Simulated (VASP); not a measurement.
# Ca (Fm-3m) in VASP: notebook

One crystal, Ca, is run at these levels: PBE, PBEsol; tasks: relaxation of cell and atoms.

All numbers are computed with VASP 6.6.1; they aren't measurements. Logs are shortened: lines on timing, memory, paths and dates and some standing lists are left out, and cuts for length are marked.

### Step 1. The crystal as given

Symmetry: Fm-3m, No. 225, cubic system. Conventional cell: a = 5.528 Å, b = 5.528 Å, c = 5.528 Å, α = 90.00°, β = 90.00°, γ = 90.00°. Ca (site symmetry m-3m) is surrounded by 12 Ca at 3.91 Å.

### Step 2. Relaxation of cell and atoms, PBE

Contents of INCAR:

```
ALGO = Normal
EDIFF = 1E-7
EDIFFG = -0.005
ENCUT = 600
GGA = PE
IBRION = 2
ISIF = 3
ISMEAR = 1
LASPH = T
LCHARG = F
LREAL = F
LWAVE = F
NELM = 80
NSW = 90
PREC = Accurate
SIGMA = 0.1
```

Contents of KPOINTS:

```
k-points
0
Gamma
  12 12 12
```

Contents of POSCAR:

```
Ca                                      
1.0
   -0.0000000000      2.7640888109      2.7640888109
    2.7640888109      0.0000000000      2.7640888109
    2.7640888109      2.7640888109     -0.0000000000
  Ca            
     1
Direct
     0.0000000000000000    0.0000000000000000    0.0000000000000000
```

Potentials or basis: VASP PAW PBE potentials, release 64 (Ca_sv).

Run with:

```sh
$ cat potpaw_PBE.64/Ca_sv/POTCAR > POTCAR
$ mpirun -np 1 vasp_std > vasp.out
```

OUTCAR:

```text
EDIFF = 1E-7
   EDIFFG = -0.005
   ENCUT = 600
   GGA = PE
   IBRION = 2
   ISIF = 3
   ISMEAR = 1
   LASPH = T
   LREAL = F
   NELM = 80
   NSW = 90
   PREC = Accurate

 ion  position               nearest neighbor table
   1  0.000  0.000  0.000-

  LATTYP: Found a face centered cubic cell.
 ALAT       =     5.5281776218

  Lattice vectors:

 A1 = (   0.0000000000,   2.7640888109,   2.7640888109)
 A2 = (   2.7640888109,   0.0000000000,   2.7640888109)
 A3 = (   2.7640888109,   2.7640888109,   0.0000000000)

Analysis of symmetry for initial positions (statically):
=====================================================================
 Subroutine PRICEL returns:
 Original cell was already a primitive cell.

 Routine SETGRP: Setting up the symmetry group for a
 face centered cubic supercell.

 Subroutine GETGRP returns: Found 48 space group operations
 (whereof 48 operations were pure point group operations)
 out of a pool of 48 trial point group operations.

The static configuration has the point symmetry O_h .

Analysis of symmetry for dynamics (positions and initial velocities):
=====================================================================
 Subroutine PRICEL returns:
 Original cell was already a primitive cell.

 Routine SETGRP: Setting up the symmetry group for a
 face centered cubic supercell.

 Subroutine GETGRP returns: Found 48 space group operations
 (whereof 48 operations were pure point group operations)
 out of a pool of 48 trial point group operations.

The dynamic configuration has the point symmetry O_h .

 Subroutine INISYM returns: Found 48 space group operations
 (whereof 48 operations are pure point group operations),
 and found     1 'primitive' translations

----------------------------------------------------------------------------------------

                                     Primitive cell

  volume of cell :      42.2363

  direct lattice vectors                    reciprocal lattice vectors
     0.000000000  2.764088811  2.764088811    -0.180891438  0.180891438  0.180891438
     2.764088811  0.000000000  2.764088811     0.180891438 -0.180891438  0.180891438
     2.764088811  2.764088811  0.000000000     0.180891438  0.180891438 -0.180891438

  length of vectors
     3.909011884  3.909011884  3.909011884     0.313313161  0.313313161  0.313313161

  position of ions in fractional coordinates (direct lattice)
     0.000000000  0.000000000  0.000000000

  ion indices of the primitive-cell ions
   primitive index   ion index
                 1           1

----------------------------------------------------------------------------------------

 KPOINTS: k-points

Automatic generation of k-mesh.
 Grid dimensions read from file:
 generate k-points for:   12   12   12

 Generating k-lattice:

  Cartesian coordinates                     Fractional coordinates (reciprocal lattice)
    -0.015074287  0.015074287  0.015074287     0.083333333  0.000000000  0.000000000
     0.015074287 -0.015074287  0.015074287     0.000000000  0.083333333  0.000000000
     0.015074287  0.015074287 -0.015074287     0.000000000  0.000000000  0.083333333

  Length of vectors
     0.026109430  0.026109430  0.026109430

  Shift w.r.t. Gamma in fractional coordinates (k-lattice)
     0.000000000  0.000000000  0.000000000

 Subroutine IBZKPT returns following result:
 ===========================================

 Found     72 irreducible k-points:

 Following reciprocal coordinates:
            Coordinates               Weight
  0.000000  0.000000  0.000000      1.000000
  0.083333  0.000000  0.000000      8.000000
  0.166667  0.000000  0.000000      8.000000
  0.250000  0.000000  0.000000      8.000000
  0.333333  0.000000  0.000000      8.000000
  0.416667  0.000000  0.000000      8.000000
[... 16 lines left out ...]
  0.500000  0.166667  0.000000     24.000000
 -0.416667  0.166667  0.000000     24.000000
 [... further k-points ...]
   k-points           NKPTS =     72   k-points in BZ     NKDIM =     72   number of bands    NBANDS=      9
   number of dos      NEDOS =    301   number of ions     NIONS =      1
   total plane-waves  NPLWV =  32768
   dimension x,y,z NGX =    32 NGY =   32 NGZ =   32
   dimension x,y,z NGXF=    64 NGYF=   64 NGZF=   64
   ions per type =               1
   NGX,Y,Z   is equivalent  to a cutoff of  13.61, 13.61, 13.61 a.u.
   NGXF,Y,Z  is equivalent  to a cutoff of  27.22, 27.22, 27.22 a.u.
 SYSTEM =  unknown system
   PREC   = accura    normal or accurate (medium, high low for compatibility)
   ISTART =      0    job   : 0-new  1-cont  2-samecut
   ICHARG =      2    charge: 1-file 2-atom 10-const
   ISPIN  =      1    spin polarized calculation?
   LNONCOLLINEAR =      F non collinear calculations
   LSORBIT =      F    spin-orbit coupling
   LASPH  =      T    aspherical Exc in radial PAW
   ENCUT  =  600.0 eV  44.10 Ry    6.64 a.u.   7.81  7.81  7.81*2*pi/ulx,y,z
   NELM   =     80;   NELMIN=  2; NELMDL= -5     # of ELM steps
   EDIFF  = 0.1E-06   stopping-criterion for ELM
   LREAL  =      F    real-space projection
   EDIFFG = -.5E-02   stopping-criterion for IOM
   NSW    =     90    number of steps for IOM
   IBRION =      2    ionic relax: 0-MD 1-quasi-New 2-CG
   NFREE  =      1    steps in history (QN), initial steepest desc. (CG)
   ISIF   =      3    stress and relaxation
   ISYM   =      2    0-nonsym 1-usesym 2-fastsym
   POTIM  = 0.5000    time-step for ionic-motion
   TEBEG  =    0.0;   TEEND  =   0.0 temperature during run
   PSTRESS=    0.0 pullay stress
   NELECT =      10.0000    total number of electrons
   NUPDOWN=      -1.0000    fix difference up-down
   EMIN   =  10.00;   EMAX   =-10.00  energy-range for DOS
   EFERMI =   0.00;   METHOD = LEGACY
   ISMEAR =     1;   SIGMA  =   0.10  broadening in eV -4-tet -1-fermi 0-gaus
   EFERMI_NEDOS =   21; number of points for ismear=-14 and -15
   IALGO  =     38    algorithm
   IMIX   =      4    mixing-type and parameters
     AMIX     =   0.40;   BMIX     =  1.00
     AMIX_MAG =   1.60;   BMIX_MAG =  1.00
  volume/ion in A,a.u.               =      42.24       285.02
  Fermi-wavevector in a.u.,A,eV,Ry     =   1.012775  1.913867 13.955667  1.025713
  Thomas-Fermi vector in A             =   2.145904
   LORBIT       =      0    0 simple, 1 ext, 2 COOP (PROOUT), +10 PAW based schemes
   GGA     = PE    functional components
   LHFCALC =     F    Hartree Fock is set to
   AEXX    =    0.0000 exact exchange contribution
   IVDW    =     0    specifies the selected vdW correction
   LEPSILON=     F    determine dielectric tensor
   LRPA    =     F    only Hartree local field effects (RPA)
 conjugate gradient relaxation of ions
 non-spin polarized calculation
 Methfessel and Paxton  Order N= 1 SIGMA  =   0.10
  energy-cutoff  :      600.00
  volume of cell :       42.24
 maximum number of plane-waves:      1424
   NGX = 15   NGY = 15   NGZ = 15

--------------------------------------- Ionic step        1  -------------------------------------------

 number of electron      10.0000001 magnetization

 Free energy of the ion-electron system (eV)
  ---------------------------------------------------
  ext. energy  EPLUGINS =         0.00000000
  ---------------------------------------------------
  free energy    TOTEN  =        -1.92741665 eV

  energy without entropy =       -1.92664491  energy(sigma->0) =       -1.92715941

------------------------ aborting loop because EDIFF is reached ----------------------------------------

  FORCE on cell =-STRESS in cart. coord.  units (eV):
  Direction    XX          YY          ZZ          XY          YZ          ZX
  --------------------------------------------------------------------------------------
  -------------------------------------------------------------------------------------
  Total        0.0073725      0.0073725      0.0073725      0.0000000     -0.0000000      0.0000000
  in kB        0.2796673      0.2796673      0.2796673      0.0000000     -0.0000000      0.0000000
  external PRESSURE =       0.2796673 kB  Pullay stress =       0.0000000 kB

 VOLUME and BASIS-vectors are now :
 -----------------------------------------------------------------------------
  energy-cutoff  :      600.00
  volume of cell :       42.24
      direct lattice vectors                 reciprocal lattice vectors
     0.000000000  2.764088811  2.764088811    -0.180891438  0.180891438  0.180891438
     2.764088811  0.000000000  2.764088811     0.180891438 -0.180891438  0.180891438
     2.764088811  2.764088811  0.000000000     0.180891438  0.180891438 -0.180891438

 POSITION                                       TOTAL-FORCE (eV/Angst)
 -----------------------------------------------------------------------------------
      0.00000      0.00000      0.00000        -0.000000     -0.000000     -0.000000
 -----------------------------------------------------------------------------------
    total drift:                                0.000000      0.000000      0.000000

  FREE ENERGIE OF THE ION-ELECTRON SYSTEM (eV)
  ---------------------------------------------------
  free  energy   TOTEN  =        -1.9274166548 eV

  energy  without entropy=       -1.9266449136  energy(sigma->0) =       -1.92715941

--------------------------------------- Ionic step        2  -------------------------------------------

 number of electron      10.0000001 magnetization

 Free energy of the ion-electron system (eV)
  ---------------------------------------------------
  ext. energy  EPLUGINS =         0.00000000
  ---------------------------------------------------
  free energy    TOTEN  =        -1.92742164 eV

  energy without entropy =       -1.92665559  energy(sigma->0) =       -1.92716629

 E-fermi :   1.9511     XC(G=0):  -7.7303

 val. band max:        1.9493487394   @ k =  -0.4167   0.1667   0.0000
 cond. band min:       1.9590779142   @ k =  -0.3333   0.3333   0.1667
 fundamental gap:      0.0097291748
 Fermi energy:         1.9510725423

 k-point     1 :       0.0000    0.0000    0.0000
  band No.  band energies     occupation
      1     -40.0737      2.00000
      2     -20.9909      2.00000
      3     -20.9909      2.00000
      4     -20.9909      2.00000
      5      -2.0702      2.00000
      6       4.2845      0.00000
      7       4.2845      0.00000
      8       4.2845      0.00000
      9       5.3517      0.00000

 k-point     2 :       0.0833    0.0000    0.0000
  band No.  band energies     occupation
      1     -40.0728      2.00000
      2     -21.0003      2.00000
      3     -20.9922      2.00000
      4     -20.9922      2.00000
      5      -1.9516      2.00000
      6       4.1570      0.00000
      7       4.3293      0.00000
      8       4.3293      0.00000
      9       5.3130      0.00000

 k-point     3 :       0.1667    0.0000    0.0000
  band No.  band energies     occupation
      1     -40.0703      2.00000
      2     -21.0256      2.00000
      3     -20.9957      2.00000
      4     -20.9957      2.00000
      5      -1.6038      2.00000
      6       3.8226     -0.00000
      7       4.4171      0.00000
      8       4.4171      0.00000
      9       5.2623      0.00000

 k-point     4 :       0.2500    0.0000    0.0000
  band No.  band energies     occupation
      1     -40.0670      2.00000
      2     -21.0600      2.00000
      3     -21.0004      2.00000
      4     -21.0004      2.00000
      5      -1.0519      2.00000
      6       3.3673     -0.00000
      7       4.4186      0.00000
      8       4.4186      0.00000
      9       5.3623      0.00000
[... 205 lines left out ...]
 k-point    22 :       0.4167    0.1667    0.0000
  band No.  band energies     occupation
      1     -40.0609      2.00000
      2     -21.0993      2.00000
      3     -21.0227      2.00000
      4     -21.0176      2.00000
      5       0.2680      2.00000
      6       2.6599     -0.00000
      7       3.8217     -0.00000
      8       4.5651      0.00000
      9       5.6380      0.00000

 k-point    23 :       0.5000    0.1667    0.0000
  band No.  band energies     occupation
      1     -40.0591      2.00000
      2     -21.1140      2.00000
      3     -21.0300      2.00000
      4     -21.0178      2.00000
      5       1.0364      2.00000
      6       2.1082     -0.04875
      7       3.7237     -0.00000
      8       4.4776      0.00000
      9       6.0570      0.00000

 k-point    24 :      -0.4167    0.1667    0.0000
  band No.  band energies     occupation
      1     -40.0589      2.00000
      2     -21.1152      2.00000
      3     -21.0345      2.00000
      4     -21.0150      2.00000
      5       1.2553      2.00000
      6       1.9493      1.02917
      7       3.6854     -0.00000
      8       4.4455      0.00000
      9       5.8779      0.00000

 [... further k-points ...]
[... 5 lines left out ...]
  --------------------------------------------------------------------------------------
  -------------------------------------------------------------------------------------
  Total        0.0023337      0.0023337      0.0023337     -0.0000000     -0.0000000      0.0000000
  in kB        0.0884307      0.0884307      0.0884307     -0.0000000     -0.0000000      0.0000000
  external PRESSURE =       0.0884307 kB  Pullay stress =       0.0000000 kB

 VOLUME and BASIS-vectors are now :
 -----------------------------------------------------------------------------
  energy-cutoff  :      600.00
  volume of cell :       42.28
      direct lattice vectors                 reciprocal lattice vectors
     0.000000000  2.765071917  2.765071917    -0.180827123  0.180827123  0.180827123
     2.765071917 -0.000000000  2.765071917     0.180827123 -0.180827123  0.180827123
     2.765071917  2.765071917  0.000000000     0.180827123  0.180827123 -0.180827123

 POSITION                                       TOTAL-FORCE (eV/Angst)
 -----------------------------------------------------------------------------------
      5.53014      5.53014      5.53014         0.000000     -0.000000      0.000000
 -----------------------------------------------------------------------------------
    total drift:                               -0.000000     -0.000000      0.000000

  FREE ENERGIE OF THE ION-ELECTRON SYSTEM (eV)
  ---------------------------------------------------
  free  energy   TOTEN  =        -1.9274216373 eV

  energy  without entropy=       -1.9266555905  energy(sigma->0) =       -1.92716629

 reached required accuracy - stopping structural energy minimisation
```

It took 41 s on 1 thread of Intel Xeon Platinum 8259CL at 2.50GHz (Skylake/Cascade Lake), shared host; peak memory 0.2 GiB.

What came out:

| Property | Result |
| --- | --- |
| Free energy | -1.9274 eV |
| Relaxed volume | 42.28 Å³/atom |
| Relaxed cell | a = 3.910 Å, b = 3.910 Å, c = 3.910 Å, α = 60.00°, β = 60.00°, γ = 60.00° |
| Space group after relaxing (to 0.05 Å) | Fm-3m (No. 225) |
| Energy gained by relaxing | 0.0 meV/atom |
| Ionic steps | 2 |
| Pressure after relaxing | 0.0 GPa |
| Band gap on the k mesh | none (metal or under the smearing width) |

Final structure:
```
CELL_PARAMETERS angstrom
0.00000 2.76507 2.76507
2.76507 0.00000 2.76507
2.76507 2.76507 0.00000
ATOMIC_POSITIONS crystal
Ca 0.00000 0.00000 0.00000
```

### Step 3. Relaxation of cell and atoms, PBEsol

This run uses another cell than the first one, of 43.63 Å³/atom, 1.033 times its volume.

Contents of INCAR:

```
SYSTEM = Ca
ALGO = Normal
EDIFF = 1E-6
EDIFFG = -0.01
ENCUT = 600
GGA = PS
IBRION = 2
ISIF = 3
ISMEAR = 1
LASPH = .TRUE.
LCHARG = .FALSE.
LREAL = .FALSE.
LWAVE = .FALSE.
NELM = 80
NSW = 90
PREC = Accurate
SIGMA = 0.1
```

Contents of KPOINTS:

```
k-points
0
G
  12 12 12
  0 0 0
```

Contents of POSCAR:

```
Ca
1.0
    0.0000000000      2.7942000000      2.7942000000
    2.7942000000      0.0000000000      2.7942000000
    2.7942000000      2.7942000000      0.0000000000
Ca
1
Direct
    0.0000000000      0.0000000000      0.0000000000
```

Potentials or basis: VASP PAW PBE potentials, release 64 (Ca_sv).

Run with:

```sh
$ cat potpaw_PBE.64/Ca_sv/POTCAR > POTCAR
$ mpirun -np 1 vasp_std > vasp.out
```

It took 51 s on 1 thread of Intel Xeon Platinum 8259CL at 2.50GHz (Skylake/Cascade Lake), shared host; peak memory 0.21 GiB.

Results (log left out):

```
Free energy                            : -2.1317 eV
Relaxed volume                         : 40.65 Å³/atom
Relaxed cell                           : a = 3.859 Å, b = 3.859 Å, c = 3.859 Å, α = 60.00°, β = 60.00°, γ = 60.00°
Space group after relaxing (to 0.05 Å) : Fm-3m (No. 225)
Energy gained by relaxing              : 10.7 meV/atom
Ionic steps                            : 3
Pressure after relaxing                : 0.0 GPa
Band gap on the k mesh                 : none (metal or under the smearing width)
```

The path:
```tsv
step	energy change (eV)	largest force (eV/Å)	pressure (GPa)	volume (Å³)
1	0.0000	0.0000	-1.13	43.63
2	-0.0094	0.0000	-0.43	41.71
3	-0.0107	0.0000	0.01	40.65
```

Final structure:
```
CELL_PARAMETERS angstrom
0.00000 2.72906 2.72906
2.72906 0.00000 2.72906
2.72906 2.72906 0.00000
ATOMIC_POSITIONS crystal
Ca 0.00000 0.00000 0.00000
```

Levels at points of the mesh, in eV from the Fermi level:
```csv
k point,band 1,band 2,band 3,band 4,band 5,band 6,band 7,band 8,band 9
"(0.00, 0.00, 0.00)",-41.75,-22.74,-22.74,-22.74,-4.10,2.38,2.38,2.38,3.50
"(0.50, 0.00, 0.00)",-41.74,-22.90,-22.76,-22.76,-1.02,-0.12,2.26,2.26,4.23
"(0.50, 0.50, 0.00)",-41.73,-22.89,-22.80,-22.80,-0.50,0.54,1.03,4.22,4.42
```

Caveat: the PAW data sets were made with another functional, which shifts forces and pressure a little.

(Continued in part 2 of 2.)
